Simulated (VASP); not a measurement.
# AlRu (Pm-3m) in VASP: a series of runs

Aim: see how the results for AlRu move with the level of theory and the settings. Levels: PBEsol, PBE. Tasks: equation of state.

All numbers are computed with VASP 6.6.1; they aren't measurements. Logs are shortened: lines on timing, memory, paths and dates and some standing lists are left out, and cuts for length are marked.

### Step 1. Starting point

The structure is cubic, space group Pm-3m (No. 221). Conventional cell: a = 2.992 Å, b = 2.992 Å, c = 2.992 Å, α = 90.00°, β = 90.00°, γ = 90.00°. Ru (site symmetry m-3m) is surrounded by 8 Al at 2.59 Å. Al (site symmetry m-3m) is surrounded by 8 Ru at 2.59 Å.

### Step 2. Equation of state, PBEsol, 12.58 Å³/atom (volume scaled by 0.94)

INCAR

```
PREC = Accurate ; ENCUT = 520
EDIFF = 1E-7 ; ISMEAR = -1
SIGMA = 0.05 ; LREAL = F
LASPH = T ; NELM = 100
ALGO = Normal ; ISIF = 2
LWAVE = F ; LCHARG = F
GGA = PS ; NBANDS = 16
```

KPOINTS

```
regular mesh
0
Gamma
  9 9 9
```

POSCAR

```
AlRu
1.0
    2.9305298028      0.0000000000      0.0000000000
    0.0000000000      2.9305298028      0.0000000000
    0.0000000000      0.0000000000      2.9305298028
Ru Al
1 1
Direct
    0.5000000000      0.5000000000      0.5000000000
    0.0000000000      0.0000000000      0.0000000000
```

Potentials or basis: VASP PAW PBE potentials, release 64 (Ru_pv, Al).

Started as:

```
$ cat potpaw_PBE.64/Ru_pv/POTCAR potpaw_PBE.64/Al/POTCAR > POTCAR
$ mpirun -np 1 vasp_std > vasp.out
```

OUTCAR:

```text
PREC = Accurate
   ENCUT = 520
   EDIFF = 1E-7
   ISMEAR = -1
   LREAL = F
   LASPH = T
   NELM = 100
   ISIF = 2
   GGA = PS

 Found     35 irreducible k-points:

 Following reciprocal coordinates:
            Coordinates               Weight
  0.000000  0.000000  0.000000      1.000000
  0.111111  0.000000  0.000000      6.000000
  0.222222  0.000000  0.000000      6.000000
  0.333333  0.000000  0.000000      6.000000
  0.444444  0.000000  0.000000      6.000000
  0.111111  0.111111  0.000000     12.000000
   k-points           NKPTS =     35   k-points in BZ     NKDIM =     35   number of bands    NBANDS=     16
   number of dos      NEDOS =    301   number of ions     NIONS =      2
   total plane-waves  NPLWV =  13824
   dimension x,y,z NGX =    24 NGY =   24 NGZ =   24
   dimension x,y,z NGXF=    48 NGYF=   48 NGZF=   48
   ions per type =               1   1
   NGX,Y,Z   is equivalent  to a cutoff of  13.61, 13.61, 13.61 a.u.
   NGXF,Y,Z  is equivalent  to a cutoff of  27.23, 27.23, 27.23 a.u.
 SYSTEM =  unknown system
   PREC   = accura    normal or accurate (medium, high low for compatibility)
   ISTART =      0    job   : 0-new  1-cont  2-samecut
   ICHARG =      2    charge: 1-file 2-atom 10-const
   ISPIN  =      1    spin polarized calculation?
   LNONCOLLINEAR =      F non collinear calculations
   LSORBIT =      F    spin-orbit coupling
   LASPH  =      T    aspherical Exc in radial PAW
   ENCUT  =  520.0 eV  38.22 Ry    6.18 a.u.   5.45  5.45  5.45*2*pi/ulx,y,z
   NELM   =    100;   NELMIN=  2; NELMDL= -5     # of ELM steps
   EDIFF  = 0.1E-06   stopping-criterion for ELM
   LREAL  =      F    real-space projection
   EDIFFG = 0.1E-05   stopping-criterion for IOM
   NSW    =      0    number of steps for IOM
   IBRION =     -1    ionic relax: 0-MD 1-quasi-New 2-CG
   NFREE  =      0    steps in history (QN), initial steepest desc. (CG)
   ISIF   =      2    stress and relaxation
   ISYM   =      2    0-nonsym 1-usesym 2-fastsym
   POTIM  = 0.5000    time-step for ionic-motion
   TEBEG  =    0.0;   TEEND  =   0.0 temperature during run
   PSTRESS=    0.0 pullay stress
   NELECT =      17.0000    total number of electrons
   NUPDOWN=      -1.0000    fix difference up-down
   EMIN   =  10.00;   EMAX   =-10.00  energy-range for DOS
   EFERMI =   0.00;   METHOD = LEGACY
   ISMEAR =    -1;   SIGMA  =   0.05  broadening in eV -4-tet -1-fermi 0-gaus
   EFERMI_NEDOS =   21; number of points for ismear=-14 and -15
   IALGO  =     38    algorithm
   IMIX   =      4    mixing-type and parameters
     AMIX     =   0.40;   BMIX     =  1.00
     AMIX_MAG =   1.60;   BMIX_MAG =  1.00
  volume/ion in A,a.u.               =      12.58        84.92
  Fermi-wavevector in a.u.,A,eV,Ry     =   1.436410  2.714421 28.072531  2.063273
  Thomas-Fermi vector in A             =   2.555601
   LORBIT       =      0    0 simple, 1 ext, 2 COOP (PROOUT), +10 PAW based schemes
   GGA     = PS    functional components
   LHFCALC =     F    Hartree Fock is set to
   AEXX    =    0.0000 exact exchange contribution
   IVDW    =     0    specifies the selected vdW correction
   LEPSILON=     F    determine dielectric tensor
   LRPA    =     F    only Hartree local field effects (RPA)
 non-spin polarized calculation
  energy-cutoff  :      520.00
  volume of cell :       25.17
 maximum number of plane-waves:       695
 NGX is ok and might be reduce to    24
   NGX = 11   NGY = 11   NGZ = 11

 number of electron      17.0000003 magnetization

 Free energy of the ion-electron system (eV)
  ---------------------------------------------------
  ext. energy  EPLUGINS =         0.00000000
  ---------------------------------------------------
  free energy    TOTEN  =       -15.48412911 eV

  energy without entropy =      -15.47030992  energy(sigma->0) =      -15.47721952

 E-fermi :  11.4088     XC(G=0): -13.0114

 val. band max:       11.3976981541   @ k =   0.4444   0.4444   0.1111
 cond. band min:      11.4102276826   @ k =   0.4444   0.1111   0.1111
 fundamental gap:      0.0125295286
 Fermi energy:        11.4088059753

 k-point     1 :       0.0000    0.0000    0.0000
  band No.  band energies     occupation
      1     -30.2636      2.00000
      2     -30.2636      2.00000
      3     -30.2636      2.00000
      4       1.4436      2.00000
      5       7.5451      2.00000
      6       7.5451      2.00000
      7      11.6810      0.00860
      8      11.6810      0.00860
      9      11.6810      0.00860
     10      17.8722      0.00000
     11      17.8722      0.00000
     12      17.8722      0.00000
     13      22.8585      0.00000
     14      22.8585      0.00000
     15      23.4338      0.00000
     16      27.7818      0.00000

 k-point     2 :       0.1111    0.0000    0.0000
  band No.  band energies     occupation
      1     -30.2951      2.00000
      2     -30.2610      2.00000
      3     -30.2610      2.00000
      4       1.6934      2.00000
      5       7.6343      2.00000
      6       7.6386      2.00000
      7      11.3725      1.34802
      8      11.3725      1.34802
      9      11.7130      0.00455
     10      16.8308      0.00000
     11      18.3611      0.00000
     12      18.3611      0.00000
     13      22.2670      0.00000
     14      23.4327      0.00000
     15      23.6768      0.00000
     16      28.5339      0.00000

 k-point     3 :       0.2222    0.0000    0.0000
  band No.  band energies     occupation
      1     -30.3744      2.00000
      2     -30.2542      2.00000
      3     -30.2542      2.00000
      4       2.4116      2.00000
      5       7.7481      2.00000
      6       7.8735      2.00000
      7      10.7228      2.00000
      8      10.7228      2.00000
      9      11.7952      0.00088
     10      15.1763      0.00000
     11      19.5510      0.00000
     12      19.5510      0.00000
     13      20.9867      0.00000
     14      23.4339      0.00000
     15      24.6790      0.00000
     16      29.1077      0.00000

 k-point     4 :       0.3333    0.0000    0.0000
  band No.  band energies     occupation
      1     -30.4634      2.00000
      2     -30.2466      2.00000
      3     -30.2466      2.00000
      4       3.5115      2.00000
      5       7.3985      2.00000
      6       8.1732      2.00000
      7      10.1235      2.00000
      8      10.1235      2.00000
      9      11.8912      0.00013
     10      14.1874      0.00000
     11      19.7437      0.00000
     12      21.0425      0.00000
     13      21.0425      0.00000
     14      23.4344      0.00000
     15      25.1892      0.00000
     16      27.1251      0.00000

 k-point     5 :       0.4444    0.0000    0.0000
  band No.  band energies     occupation
      1     -30.5209      2.00000
      2     -30.2416      2.00000
      3     -30.2416      2.00000
      4       4.8380      2.00000
      5       6.3671      2.00000
      6       8.3888      2.00000
      7       9.7835      2.00000
      8       9.7835      2.00000
      9      11.9554      0.00004
     10      14.0003      0.00000
     11      18.9994      0.00000
     12      22.4874      0.00000
     13      22.4874      0.00000
     14      23.4349      0.00000
     15      25.3064      0.00000
     16      25.4212      0.00000

 k-point     6 :       0.1111    0.1111    0.0000
  band No.  band energies     occupation
      1     -30.2937      2.00000
      2     -30.2909      2.00000
      3     -30.2583      2.00000
      4       1.9383      2.00000
      5       7.7148      2.00000
      6       7.7492      2.00000
      7      11.0357      1.99885
      8      11.3352      1.62700
      9      11.4878      0.34157
     10      17.0527      0.00000
     11      17.4816      0.00000
     12      18.8404      0.00000
     13      22.4113      0.00000
     14      23.4352      0.00000
     15      24.0443      0.00000
     16      29.1229      0.00000

 [... further k-points ...]

------------------------ aborting loop because EDIFF is reached ----------------------------------------

  FORCE on cell =-STRESS in cart. coord.  units (eV):
  Direction    XX          YY          ZZ          XY          YZ          ZX
  --------------------------------------------------------------------------------------
  -------------------------------------------------------------------------------------
  Total        1.7858225      1.7858225      1.7858225      0.0000000     -0.0000000      0.0000000
  in kB      113.6869039    113.6869039    113.6869039      0.0000000     -0.0000000      0.0000000
  external PRESSURE =     113.6869039 kB  Pullay stress =       0.0000000 kB

 VOLUME and BASIS-vectors are now :
 -----------------------------------------------------------------------------
  energy-cutoff  :      520.00
  volume of cell :       25.17
      direct lattice vectors                 reciprocal lattice vectors
     2.930529803  0.000000000  0.000000000     0.341235226  0.000000000  0.000000000
     0.000000000  2.930529803  0.000000000     0.000000000  0.341235226  0.000000000
     0.000000000  0.000000000  2.930529803     0.000000000  0.000000000  0.341235226

 POSITION                                       TOTAL-FORCE (eV/Angst)
 -----------------------------------------------------------------------------------
      1.46526      1.46526      1.46526         0.000000      0.000000      0.000000
      0.00000      0.00000      0.00000         0.000000      0.000000      0.000000
 -----------------------------------------------------------------------------------
    total drift:                                0.000000     -0.000000     -0.000000

  FREE ENERGIE OF THE ION-ELECTRON SYSTEM (eV)
  ---------------------------------------------------
  free  energy   TOTEN  =       -15.4841291113 eV

  energy  without entropy=      -15.4703099206  energy(sigma->0) =      -15.47721952
```

It took 18 s on 1 thread of Intel Xeon Platinum 8375C at 2.90GHz (Ice Lake), shared host; peak memory 0.14 GiB.

What came out:

| Property | Result |
| --- | --- |
| Free energy | -15.4841 eV |
| Pressure | 11.4 GPa |
| Band gap on the k mesh | none (metal or under the smearing width) |

Caveat: the PAW data sets were made with another functional, which shifts forces and pressure a little.

### Step 3. Equation of state, PBEsol, 12.85 Å³/atom (volume scaled by 0.96)

INCAR is that of step 2.

KPOINTS is that of step 2.

POSCAR

```
AlRu
1.0
    2.9511680166      0.0000000000      0.0000000000
    0.0000000000      2.9511680166      0.0000000000
    0.0000000000      0.0000000000      2.9511680166
Ru Al
1 1
Direct
    0.5000000000      0.5000000000      0.5000000000
    0.0000000000      0.0000000000      0.0000000000
```

Potentials or basis: VASP PAW PBE potentials, release 64 (Ru_pv, Al).

Started as:

```
$ cat potpaw_PBE.64/Ru_pv/POTCAR potpaw_PBE.64/Al/POTCAR > POTCAR
$ mpirun -np 1 vasp_std > vasp.out
```

Wall time 16 s (1 thread of Intel Xeon Platinum 8375C at 2.90GHz (Ice Lake), shared host); peak memory 0.14 GiB.

The run converged. Its results:

| Quantity | Value |
| --- | --- |
| Free energy | -15.5132 eV |
| Pressure | 5.9 GPa |
| Band gap on the k mesh | none (metal or under the smearing width) |

Caveat: the PAW data sets were made with another functional, which shifts forces and pressure a little.

(Part 1 of 2 ends here.)
